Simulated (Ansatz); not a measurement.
# HfO2 monolayer (2H): a soft mode frozen in, part 2 of 3

Wanted: the energy along a soft mode of HfO2 monolayer (2H) and the structure at the end.

Ansatz 0.2.0; DFT PBEsol, scalar-relativistic, plane waves, PAW.

So far, highest frequency on the path or at a solved wavevector (cm⁻¹): step 2 (phonons on a q mesh) 695. Also lowest frequency on the path (cm⁻¹): step 2 -173.

## Step 5: Energy along the mode, all amplitudes (two of the runs are shown above)

An imaginary frequency means negative curvature, so the energy should fall and then rise again as anharmonic terms take over.

This step gave:

| Item | Value |
| --- | --- |
| depth at the lowest point sampled | 6.396 meV/atom |
| largest atomic shift at that point | 0.14 Å |

Energy from the parent against largest atomic shift:

```
largest atomic shift (Å)  energy from the parent (meV/atom)
                   0.000                                  0
                   0.040                             -0.905
                   0.080                              -3.17
                   0.140                              -6.40
                   0.220                              -1.49
                   0.320                               38.5
```

Displacement at unit largest shift by atom:

```
atom  x (Å)  y (Å)  z (Å)  size
 Hf1   0.00   0.00   0.00  0.00
  O2   0.00   1.00   0.00  1.00
  O3   0.00  -1.00   0.00  1.00
```

The lowest of the steps tried is at 0.14 Å, 6.40 meV/atom below the parent; the bottom of the well need not coincide with a step.

## Step 6: Relaxation from the frozen mode

Starting from the lowest point found, all atoms and the cell are let go, so that strain and other modes of the same symmetry can join in.

input.yaml

```yaml
crystal:
  lattice:
    - [3.0837656031, 0.0, 0.0]
    - [-1.5418828015, 2.6706193516, 0.0]
    - [0.0, 0.0, 28.7]
  atoms:
    - { symbol: Hf, position: [0.3333333333, 0.6666666667, 0.3484320557] }
    - { symbol: O, position: [0.692877815, 0.38575563, 0.3887651227] }
    - { symbol: O, position: [0.6404555183, 0.2809110366, 0.3080989888] }
  periodic: [true, true, false]
kpoints:
  mp_grid: { grid: [12, 12, 1] }
hamiltonian:
  xc: pbesol
scf:
  occupations: { method: fixed }
output:
  forces: true
  stress: true
  eigenvalues: true
  write_density: true
  write_potential: true
  elf: true
  volumetric_format: npy
relax:
  adjacent_minimum: "off"
  f_tol: 0.002
  max_steps: 120
  cell: { stress_2d_tol: 0.005 }
```

Started as:

```console
> ansatz run input.yaml --threads 8 --pin off --max-ram 14336MiB --backend cpu --events-out ev --progress --plain --runs-dir out
```

Numbers of over 12 decimals in the logs are rounded to 6 here.

The log of the run:

```text
[...]
Crystal: 3 atoms, lattice volume = 236.361 Å³
Basis set: ecut = 420 eV, 4607 PW (Γ), exchange–correlation on 48×48×384 points (8 copies of the dense FFT grid, shifted against one another)
Bands: 23, of which v1, the nominal top of the filled ones, is band 19 counted from 1 (18 counted from 0)
Symmetry: 2 space group operations
[...]
k-points: 43 of 144 (time reversal used)
[...]
SCF iter   1: F=—  HF=-16722.878030 eV  |F-HF|=—  |Δ(HF+E_count)|=         —  Δρ=7.62e-3  dr2=1.16e-1  ethr=1.77e-3  ⟨swp⟩=7.1  Hψ=5915  notcnv=0  defer=86
[...]
SCF iter  10: F=-16722.856029 eV  HF=-16722.856029 eV  |F-HF|=2.07e-10  |Δ(HF+E_count)|=   2.39e-9  Δρ=3.86e-7  dr2=3.09e-10  ethr=3.60e-11  ⟨swp⟩=11.3  Hψ=9193  notcnv=0
SCF 1 converged in 10 iterations: F = -16722.856029 eV  dr2 = 3.09e-10
[...]
relax step   1: F+E_penalty+E_count = -16722.85602932 eV  Δ(F+E_penalty+E_count) = +0.000e0 eV  max|allowed force component| = 3.808e-1 eV/Å  Δτ_max = 0.0000 Å  P = +1.235 N/m  Ω = 236.361 Å³  fix = [c, alpha, beta]  reactions: c +0.000 N/m; alpha +0.000 N/m/rad  (10 SCF iters, dr2 threshold 1.00e-7 eV, accepted)
Crystal: 3 atoms, lattice volume = 240.432 Å³
Basis set: ecut = 420 eV, 4647 PW (Γ), exchange–correlation on 48×48×384 points (8 copies of the dense FFT grid, shifted against one another)
[...]
iter 1 solved again at ethr=6.43e-6 eV; its pass at ethr=3.10e-3 eV (dr2=2.44e-3 eV) is discarded
[...]
SCF iter   8: F=-16722.858788 eV  HF=-16722.858788 eV  |F-HF|=2.96e-9  |Δ(HF+E_count)|=   2.21e-8  Δρ=1.46e-6  dr2=2.61e-9  ethr=6.64e-11  ⟨swp⟩=11.3  Hψ=9508  notcnv=0
SCF 2 converged in 8 iterations: F = -16722.858788 eV  dr2 = 2.61e-9
relax step   2: F+E_penalty+E_count = -16722.85878800 eV  Δ(F+E_penalty+E_count) = -2.759e-3 eV  max|allowed force component| = 2.520e-1 eV/Å  Δτ_max = 0.0195 Å  P = -0.531 N/m  Ω = 240.432 Å³  energy of the carried Pulay correction = -2.966e-3 eV  fix = [c, alpha, beta]  reactions: c -0.000 N/m; alpha +0.000 N/m/rad  (8 SCF iters, dr2 threshold 3.00e-7 eV, accepted)
Crystal: 3 atoms, lattice volume = 239.806 Å³
Basis set: ecut = 420 eV, 4631 PW (Γ), exchange–correlation on 48×48×384 points (8 copies of the dense FFT grid, shifted against one another)
[...]
SCF iter   7: F=-16722.866881 eV  HF=-16722.866881 eV  |F-HF|=2.17e-8  |Δ(HF+E_count)|=   5.68e-8  Δρ=7.03e-6  dr2=7.52e-8  ethr=7.89e-10  ⟨swp⟩=29.8  Hψ=14324  notcnv=0
SCF 3 converged in 7 iterations: F = -16722.866881 eV  dr2 = 7.52e-8
[...]
relax step   3: F+E_penalty+E_count = -16722.86688121 eV  Δ(F+E_penalty+E_count) = -8.093e-3 eV  max|allowed force component| = 2.070e-1 eV/Å  Δτ_max = 0.0157 Å  P = -0.201 N/m  Ω = 239.806 Å³  energy of the carried Pulay correction = -2.513e-3 eV  fix = [c, alpha, beta]  reactions: c -0.000 N/m; alpha +0.000 N/m/rad  (7 SCF iters, dr2 threshold 3.00e-7 eV, accepted)
[... from here on, the SCF cycles and remarks between the steps are left out ...]
relax step   4: F+E_penalty+E_count = -16722.89654244 eV  Δ(F+E_penalty+E_count) = -2.966e-2 eV  max|allowed force component| = 2.265e-1 eV/Å  Δτ_max = 0.0965 Å  P = +1.165 N/m  Ω = 240.334 Å³  energy of the carried Pulay correction = -2.895e-3 eV  fix = [c, alpha, beta]  reactions: c +0.000 N/m; alpha -0.000 N/m/rad  (8 SCF iters, dr2 threshold 3.00e-7 eV, accepted)
relax step   5: F+E_penalty+E_count = -16723.03419804 eV  Δ(F+E_penalty+E_count) = -1.377e-1 eV  max|allowed force component| = 7.864e-1 eV/Å  Δτ_max = 0.1986 Å  P = +3.198 N/m  Ω = 244.506 Å³  energy of the carried Pulay correction = -5.884e-3 eV  fix = [c, alpha, beta]  reactions: c +0.000 N/m; alpha +0.000 N/m/rad  (9 SCF iters, dr2 threshold 3.00e-7 eV, accepted)
relax step   6: F+E_penalty+E_count = -16723.33740592 eV  Δ(F+E_penalty+E_count) = -3.032e-1 eV  max|allowed force component| = 1.562e0 eV/Å  Δτ_max = 0.1961 Å  P = +3.490 N/m  Ω = 249.602 Å³  energy of the carried Pulay correction = -9.464e-3 eV  fix = [c, alpha, beta]  reactions: c +0.000 N/m; alpha -0.000 N/m/rad  (10 SCF iters, dr2 threshold 3.00e-7 eV, accepted)
relax step   7: F+E_penalty+E_count = -16723.64742423 eV  Δ(F+E_penalty+E_count) = -3.100e-1 eV  max|allowed force component| = 1.952e0 eV/Å  Δτ_max = 0.1949 Å  P = +1.713 N/m  Ω = 254.734 Å³  energy of the carried Pulay correction = -1.300e-2 eV  fix = [c, alpha, beta]  reactions: c -0.000 N/m; alpha -0.000 N/m/rad  (9 SCF iters, dr2 threshold 3.00e-7 eV, accepted)
relax step   8: F+E_penalty+E_count = -16723.97666302 eV  Δ(F+E_penalty+E_count) = -3.292e-1 eV  max|allowed force component| = 2.203e0 eV/Å  Δτ_max = 0.1948 Å  P = -2.573 N/m  Ω = 261.471 Å³  energy of the carried Pulay correction = -1.752e-2 eV  fix = [c, alpha, beta]  reactions: c -0.000 N/m; alpha -0.000 N/m/rad  (9 SCF iters, dr2 threshold 3.00e-7 eV, accepted)
relax step   9: F+E_penalty+E_count = -16724.28222559 eV  Δ(F+E_penalty+E_count) = -3.056e-1 eV  max|allowed force component| = 8.678e-1 eV/Å  Δτ_max = 0.1989 Å  P = -5.580 N/m  Ω = 267.768 Å³  energy of the carried Pulay correction = -2.164e-2 eV  fix = [c, alpha, beta]  reactions: c -0.000 N/m; alpha -0.000 N/m/rad  (10 SCF iters, dr2 threshold 3.00e-7 eV, accepted)
relax step  10: F+E_penalty+E_count = -16724.38564184 eV  Δ(F+E_penalty+E_count) = -1.034e-1 eV  max|allowed force component| = 6.076e-1 eV/Å  Δτ_max = 0.0588 Å  P = +5.457 N/m  Ω = 248.162 Å³  energy of the carried Pulay correction = -8.460e-3 eV  fix = [c, alpha, beta]  reactions: c +0.000 N/m; alpha +0.000 N/m/rad  (8 SCF iters, dr2 threshold 3.00e-7 eV, accepted)
relax step  11: F+E_penalty+E_count = -16724.29955082 eV  Δ(F+E_penalty+E_count) = +8.609e-2 eV  max|allowed force component| = 1.271e0 eV/Å  Δτ_max = 0.0972 Å  P = -2.321 N/m  Ω = 262.314 Å³  energy of the carried Pulay correction = -1.808e-2 eV  fix = [c, alpha, beta]  (8 SCF iters, dr2 threshold 3.00e-7 eV, rejected (line search))
relax step  12: F+E_penalty+E_count = -16724.43354715 eV  Δ(F+E_penalty+E_count) = -4.791e-2 eV  max|allowed force component| = 3.127e-2 eV/Å  Δτ_max = 0.0076 Å  P = +0.119 N/m  Ω = 256.205 Å³  energy of the carried Pulay correction = -1.399e-2 eV  fix = [c, alpha, beta]  reactions: c +0.000 N/m; alpha +0.000 N/m/rad  (15 SCF iters, accepted)
relax step  13: F+E_penalty+E_count = -16724.43355725 eV  Δ(F+E_penalty+E_count) = -1.010e-5 eV  max|allowed force component| = 6.818e-4 eV/Å  Δτ_max = 0.0017 Å  P = +0.000 N/m  Ω = 256.285 Å³  energy of the carried Pulay correction = -1.405e-2 eV  fix = [c, alpha, beta]  reactions: c -0.000 N/m; alpha +0.000 N/m/rad  (5 SCF iters, dr2 threshold 6.11e-8 eV, accepted)
relax step  14: F+E_penalty+E_count = -16724.45767602 eV  Δ(F+E_penalty+E_count) = -2.412e-2 eV  max|allowed force component| = 5.313e-3 eV/Å  Δτ_max = 0.0000 Å  P = +0.515 N/m  Ω = 256.285 Å³  fix = [c, alpha, beta]  reactions: c +0.000 N/m; alpha +0.000 N/m/rad  stress off target by 5.17e-1 N/m on what of the cell is left free  SCF on the basis re-selected at this cell (its energy is not comparable with the rows above)  (10 SCF iters)
relax step  15: F+E_penalty+E_count = -16724.45752973 eV  Δ(F+E_penalty+E_count) = +1.463e-4 eV  max|allowed force component| = 6.962e-4 eV/Å  Δτ_max = 0.0030 Å  P = +0.048 N/m  Ω = 257.383 Å³  energy of the carried Pulay correction = -8.037e-4 eV  fix = [c, alpha, beta]  reactions: c +0.000 N/m; alpha +0.000 N/m/rad  (5 SCF iters, dr2 threshold 3.00e-7 eV, accepted)
relax step  16: F+E_penalty+E_count = -16724.45744911 eV  Δ(F+E_penalty+E_count) = +8.063e-5 eV  max|allowed force component| = 1.116e-4 eV/Å  Δτ_max = 0.0004 Å  P = +0.002 N/m  Ω = 257.500 Å³  energy of the carried Pulay correction = -8.910e-4 eV  fix = [c, alpha, beta]  reactions: c +0.000 N/m; alpha +0.000 N/m/rad  (5 SCF iters, dr2 threshold 3.95e-9 eV, accepted)
relax step  17: F+E_penalty+E_count = -16724.45848521 eV  Δ(F+E_penalty+E_count) = -1.036e-3 eV  max|allowed force component| = 7.771e-5 eV/Å  Δτ_max = 0.0000 Å  P = +0.010 N/m  Ω = 257.500 Å³  fix = [c, alpha, beta]  reactions: c +0.000 N/m; alpha +0.000 N/m/rad  stress off target by 1.01e-2 N/m on what of the cell is left free  SCF on the basis re-selected at this cell (its energy is not comparable with the rows above)  (9 SCF iters)
relax step  18: F+E_penalty+E_count = -16724.45846867 eV  Δ(F+E_penalty+E_count) = +1.653e-5 eV  max|allowed force component| = 6.549e-6 eV/Å  Δτ_max = 0.0001 Å  P = +0.000 N/m  Ω = 257.524 Å³  energy of the carried Pulay correction = -1.680e-5 eV  fix = [c, alpha, beta]  reactions: c +0.000 N/m; alpha +0.000 N/m/rad  (4 SCF iters, dr2 threshold 1.69e-10 eV, accepted)
[...]
SCF iter   1: F=—  HF=-16724.458443 eV  |F-HF|=—  |Δ(HF+E_count)|=         —  Δρ=8.94e-7  dr2=1.18e-9  ethr=8.05e-8  ⟨swp⟩=6.4  Hψ=10508  notcnv=0  defer=86
eigensolver tolerance schedule: the retry pair's looser diagonalisation over-reported the residual by 25881.44 of it (diagonalisation noise at 2.05 of the residual, at the tolerance the schedule requests for it); recorded, not acted on — ethr = c·dr2/N_el stays at c = 1.0e-1
[...]
SCF iter   2: F=—  HF=-16724.458475 eV  |F-HF|=—  |Δ(HF+E_count)|=   3.17e-5  Δρ=4.97e-7  dr2=7.19e-10  ethr=3.11e-12  ⟨swp⟩=7.2  Hψ=4729  notcnv=0  defer=85
[...]
SCF iter   7: F=-16724.458475 eV  HF=-16724.458475 eV  |F-HF|=1.31e-10  |Δ(HF+E_count)|=  7.28e-12  Δρ=9.00e-9  dr2=1.38e-13  ethr=1.00e-12  ⟨swp⟩=18.6  Hψ=8641  notcnv=0
SCF 19 converged in 7 iterations: F = -16724.458475 eV  dr2 = 1.38e-13
relax step  19: F+E_penalty+E_count = -16724.45847459 eV  Δ(F+E_penalty+E_count) = -5.914e-6 eV  max|allowed force component| = 2.568e-6 eV/Å  Δτ_max = 0.0000 Å  P = +0.000 N/m  Ω = 257.524 Å³  fix = [c, alpha, beta]  reactions: c +0.000 N/m; alpha +0.000 N/m/rad  stress off target by 4.22e-4 N/m on what of the cell is left free  SCF on the basis re-selected at this cell (its energy is not comparable with the rows above)  (7 SCF iters)
[...]
SCF converged after 7 iterations
Free energy (F): -16724.458475 eV
[...]
Internal energy: -16724.458475 eV  (E = F + TS)
E sigma→0 (E₀):  -16724.458475 eV
Fermi energy:    -7.915858 eV
[...]
--- 2D stress c σ (N/m, compression-positive) ---
        0.000422       0.000000      -0.000000
        0.000000       0.000411      -0.000000
       -0.000000      -0.000000       0.000000
  P = ½ c Tr σ = 0.0004 N/m
--- Band table (eV; the first three rows and the last of 43) ---
  k-point 0: bands = [... 15 lower, -11.2626, -8.5524, -8.1150, -8.1150, -2.7536, -2.7536, -2.3118, -0.4653]
  k-point 1: bands = [... 15 lower, -11.1765, -8.5072, -8.3638, -8.2228, -2.7629, -2.5798, -2.0941, -0.3948]
  k-point 2: bands = [... 15 lower, -10.9560, -9.1256, -8.4765, -8.1821, -2.8242, -2.1384, -1.6554, -0.2426]
  k-point 42: bands = [... 15 lower, -10.3526, -9.3316, -9.1704, -8.2125, -2.5631, -1.8530, -1.1749, 1.8008]
--- Relaxed structure (16 steps of the walk, 15 accepted, 3 SCFs on fresh bases) ---
  F+E_penalty+E_count = -16724.45847459 eV   max|allowed force component| = 2.568e-6 eV/Å   (the final SCF, on the basis selected at the relaxed cell)
  cell:  # Å, volume = 257.5238 Å³
    - [3.218862, -3.0132048351801107e-11, 0]
    - [-1.609431, 2.787617, 0]
    - [0, 0, 28.7]
  atoms:
    - { symbol: Hf, position: [0.222222, 0.444444, 0.348432] }
    - { symbol: O, position: [0.888889, 0.777778, 0.382060] }
    - { symbol: O, position: [0.555556, 0.111111, 0.314804] }
```

The job ended after 99 s (8 threads of Arm Neoverse V1, shared host; peak memory 0.82 GiB; 13 min of CPU time).

Step by step:

```
step  energy less that of the first step (eV)  largest force component (eV/Å)  volume (Å³)
   1                                   0.0000                          0.3808       236.36
   2                                  -0.0028                          0.2520       240.43
   3                                  -0.0109                          0.2070       239.81
   4                                  -0.0405                          0.2265       240.33
   5                                  -0.1782                          0.7864       244.51
   6                                  -0.4814                          1.5619       249.60
   7                                  -0.7914                          1.9525       254.73
   8                                  -1.1206                          2.2034       261.47
   9                                  -1.4262                          0.8678       267.77
  10                                  -1.5296                          0.6076       248.16
  11                                  -1.4435                          1.2713       262.31
  12                                  -1.5775                          0.0313       256.20
  13                                  -1.5775                          0.0007       256.28
 14*                                  -1.6016                          0.0053       256.28
  15                                  -1.6015                          0.0007       257.38
  16                                  -1.6014                          0.0001       257.50
 17*                                  -1.6025                          0.0001       257.50
  18                                  -1.6024                          0.0000       257.52
 19*                                  -1.6024                          0.0000       257.52
```

Relaxation steps marked * repeat the geometry before them on a plane-wave basis chosen anew for their cell, so energy and pressure can jump there. Relaxation step 11 was tried and not accepted.

The run keeps the 2 symmetry operations that it works with, so distortions that break them were not tested.

```
cell as run  before  after  change
      a (Å)   3.084  3.219  +4.4 %
      b (Å)   3.084  3.219  +4.4 %
```

The atoms that moved most (Å, along periodic axes as changes of fractional coordinates times the final cell, across vacuum about the mean position):

```
atom     dx      dy      dz  length
  O2  0.000   1.093  -0.192   1.110
 Hf1  0.000  -0.619   0.000   0.619
  O3  0.000  -0.473   0.192   0.511
```

Final coordinates:

```xyz
3
Lattice="3.2189 0.0000 0.0000 -1.6094 2.7876 0.0000 0.0000 0.0000 28.7000" Properties=species:S:1:pos:R:3
Hf    0.0000    1.2389   10.0000
O     1.6094    2.1681   10.9651
O     1.6094    0.3097    9.0349
```

Numbers from this step:

- gap on the k-mesh: 4.859 eV
- area per atom: 2.991 Å²

ELF in the ac plane at fractional y = 0.111, with atoms of O within 0.2 Å of it. It is the smooth field of the valence electrons, not physical close to the nuclei.

Ten even steps from '_' (0.00) to '@' (0.81), each cell a mean:
```
__________________________________
__________________________________
__________________________________
__________________________________
__________________________________
__________________________________
__________________________________
__________________________________
__________________________________
__________________________________
__________________________________
__________________________________
__________________________________
........________________________..
******++==::..____________..--==++
::::::......::==++++++++==::....::
______::++%%@@@@%%####@@@@@@%%==::
________..::--====++++====--::..__
__________________________________
__________________________________
__________________________________
__________________________________
__________________________________
__________________________________
```
Columns run along a (3.2 Å), rows up along c (28.7 Å). Atoms in or near the plane, at fractional coordinates: O at (0.56, 0.31).

Electrostatic potential energy in the ac plane at fractional y = 0.111, with atoms of O within 0.2 Å of it. With pseudopotentials it is smooth inside the atoms' cores, unlike the true potential.

Ten even steps from '_' (-15 eV) to '@' (0 eV), each cell a mean:
```
@@@@@@@@@@@@@@@@@@@@@@@@@@@@@@@@@@
@@@@@@@@@@@@@@@@@@@@@@@@@@@@@@@@@@
@@@@@@@@@@@@@@@@@@@@@@@@@@@@@@@@@@
@@@@@@@@@@@@@@@@@@@@@@@@@@@@@@@@@@
@@@@@@@@@@@@@@@@@@@@@@@@@@@@@@@@@@
@@@@@@@@@@@@@@@@@@@@@@@@@@@@@@@@@@
@@@@@@@@@@@@@@@@@@@@@@@@@@@@@@@@@@
@@@@@@@@@@@@@@@@@@@@@@@@@@@@@@@@@@
@@@@@@@@@@@@@@@@@@@@@@@@@@@@@@@@@@
@@@@@@@@@@@@@@@@@@@@@@@@@@@@@@@@@@
@@@@@@@@@@@@@@@@@@@@@@@@@@@@@@@@@@
@@@@@@@@@@@@@@@@@@@@@@@@@@@@@@@@@@
@@@@@@@@@@@@@@@@@@@@@@@@@@@@@@@@@@
@@@@@@@@@@@@@@@@@@@@@@@@@@@@@@@@@@
********####%%%%%%%%%%%%%%%%####**
__________::================::____
++++++******::..________..--******
@@@@@@@@@@@@@@@@@@@@@@@@@@@@@@@@@@
@@@@@@@@@@@@@@@@@@@@@@@@@@@@@@@@@@
@@@@@@@@@@@@@@@@@@@@@@@@@@@@@@@@@@
@@@@@@@@@@@@@@@@@@@@@@@@@@@@@@@@@@
@@@@@@@@@@@@@@@@@@@@@@@@@@@@@@@@@@
@@@@@@@@@@@@@@@@@@@@@@@@@@@@@@@@@@
@@@@@@@@@@@@@@@@@@@@@@@@@@@@@@@@@@
```
Columns run along a (3.2 Å; values clipped at the 3rd and 97th percentile), rows up along c (28.7 Å). Atoms in or near the plane, at fractional coordinates: O at (0.56, 0.31).

Valence density in the ac plane at fractional y = 0.111, with atoms of O within 0.2 Å of it. It is the smooth field of the valence electrons, not physical close to the nuclei.

Ten steps, logarithmic in the rise over the least value, from '_' (0.0 e/Å³) to '@' (5.0 e/Å³), each cell a mean:
```
__________________________________
__________________________________
__________________________________
__________________________________
__________________________________
__________________________________
__________________________________
__________________________________
__________________________________
__________________________________
__________________________________
__________________________________
__________________________________
__________________________________
========--::::............::::--==
******++======++++****++========++
::::::----++**%%@@@@@@@@%%**++----
__________....::::::::::::....____
__________________________________
__________________________________
__________________________________
__________________________________
__________________________________
__________________________________
```
Columns run along a (3.2 Å), rows up along c (28.7 Å). Atoms in or near the plane, at fractional coordinates: O at (0.56, 0.31).

The distorted start has space group Cm; the relaxation ends in P-3m1.

(Continued in part 3 of 3.)

[Logs are printed without paths, hosts, clocks, repeated set-up lines and the standing remarks that a program may print on its own settings, such as how far it seeks lower states.]

[Hosts, paths, dates, database ids (printed as entryN), source tags and the programs' standing remarks are cut or masked in the printed files.]
